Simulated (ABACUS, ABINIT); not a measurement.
This is a calculation of KBr for ABACUS 3.10.1. Atoms were shifted at random by some hundredths of an Å from the given cell, which wasn't relaxed again for these runs. 

Contents of INPUT:

```
INPUT_PARAMETERS
suffix              KBr
calculation         scf
basis_type          pw
pseudo_dir          ./
symmetry            1
dft_functional      pbe
ecutwfc             74
pseudo_rcut         10
nspin               1
nbands              12
ks_solver           dav
smearing_method     fd
smearing_sigma      0.00367493
scf_thr             1e-08
scf_nmax            100
mixing_type         broyden
mixing_beta         0.7
cal_force           1
cal_stress          1
kpar                4
```

STRU

```
ATOMIC_SPECIES
Br 79.9040 Br.upf
K 39.0983 K.upf

LATTICE_CONSTANT
1.8897261246

LATTICE_VECTORS
0.0000000000 3.3000000000 3.3000000000
3.3000000000 0.0000000000 3.3000000000
3.3000000000 3.3000000000 0.0000000000

ATOMIC_POSITIONS
Direct

Br
0.0
1
0.4981360000 0.5049930000 0.5047960000 1 1 1

K
0.0
1
-0.0032670000 0.0131940000 -0.0053410000 1 1 1
```

The input KPT:

```
K_POINTS
0
Gamma
7 7 7 0 0 0
```

Potentials or basis: PseudoDojo NC SR 0.4.1 PBE standard, plane waves.

Launch:

```sh
$ OMP_NUM_THREADS=1 mpirun -np 4 abacus > log
```

**Question.** What does the same run look like in ABINIT 10.8.3 (patched build)? Potentials or basis there: JTH PAW PBE v2.0, cutoff 544 eV.

**Answer.** As run (cutoffs and basis follow the program's own potentials, and thresholds, step limits or extra output files can differ):

Contents of run.abi:

```
pp_dirpath "./"
pseudos "Br.GGA_PBE-JTH.xml, K.GGA_PBE-JTH.xml"

acell 3*1.0
rprim
     0.0000000000     6.2360962113     6.2360962113
     6.2360962113     0.0000000000     6.2360962113
     6.2360962113     6.2360962113     0.0000000000
ntypat 2
znucl 35 19
natom 2
typat 1 2
xred
     0.4981360000     0.5049930000     0.5047960000
    -0.0032670000     0.0131940000    -0.0053410000
chkprim 0
chksymtnons 0
tolsym 1.0e-6

ecut 20.0
pawecutdg 40.0

kptopt 1
ngkpt 7 7 7
nshiftk 1
shiftk 0.0 0.0 0.0

ixc 11

nband 12
occopt 3
tsmear 0.00183747

nstep 100
tolvrs 1.0e-9

iomode 3
prtwf 0
prtden 0
prteig 0
prtebands 0
```

Potentials or basis: JTH PAW PBE v2.0.

Command:

```console
$ abinit run.abi > log 2>&1
```

Both were run:

|  | ABACUS | ABINIT |
| --- | --- | --- |
| Pressure | 0.7 GPa | 0.8 GPa |
| Largest force | 0.054 eV/Å | 0.055 eV/Å |
| Energy over the undisturbed cell | 0.6 meV/atom | 0.6 meV/atom |

Pressure is positive in compression.
